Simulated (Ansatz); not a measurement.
RuS2: changing the functional

```xyz
12
Lattice="5.6106 0.0000 0.0000 0.0000 5.6106 0.0000 0.0000 0.0000 5.6106" Properties=species:S:1:pos:R:3 pbc="T T T"
Ru    0.0000    2.8053    2.8053
Ru    2.8053    2.8053    0.0000
Ru    2.8053    0.0000    2.8053
Ru    0.0000    0.0000    0.0000
S     2.1787    0.6266    4.9840
S     0.6266    4.9840    2.1787
S     4.9840    2.1787    0.6266
S     3.4319    3.4319    3.4319
S     3.4319    4.9840    0.6266
S     4.9840    0.6266    3.4319
S     0.6266    3.4319    4.9840
S     2.1787    2.1787    2.1787
```

Kept alike: task band structure; k mesh 5 × 5 × 5; occupations fermi-dirac, width 0.05 eV; no spin polarisation. Program: Ansatz, Ansatz PAW. Cutoffs run from 420 to 500 eV. The mesh is that of the run's cell of 12 atoms. No spin-orbit coupling.

| functional | band gap (eV) | pressure (GPa) |
| --- | --- | --- |
| LDA | 0.686 | -6.34 |
| PBE | 0.729 | 3.72 |
| PBEsol | 0.693 | -3.08 |
| r2SCAN | 0.922 | 2.15 |

Pressure is positive in compression, with a Pulay correction for the finite cutoff. Gaps are the smaller of the mesh's and the band path's. All rows use potentials made for PBE.

Problem. What does the functional change here?

Solution. The band gap runs from 0.686 (LDA) to 0.922 eV (r2SCAN). From PBE: LDA -0.043; PBEsol -0.036; r2SCAN +0.193. The pressure runs from -6.34 (LDA) to 3.72 GPa (PBE). From PBE: LDA -10.06; PBEsol -6.80; r2SCAN -1.57. A positive pressure means that the functional's own cell is larger than the one given, a negative one that it is smaller.
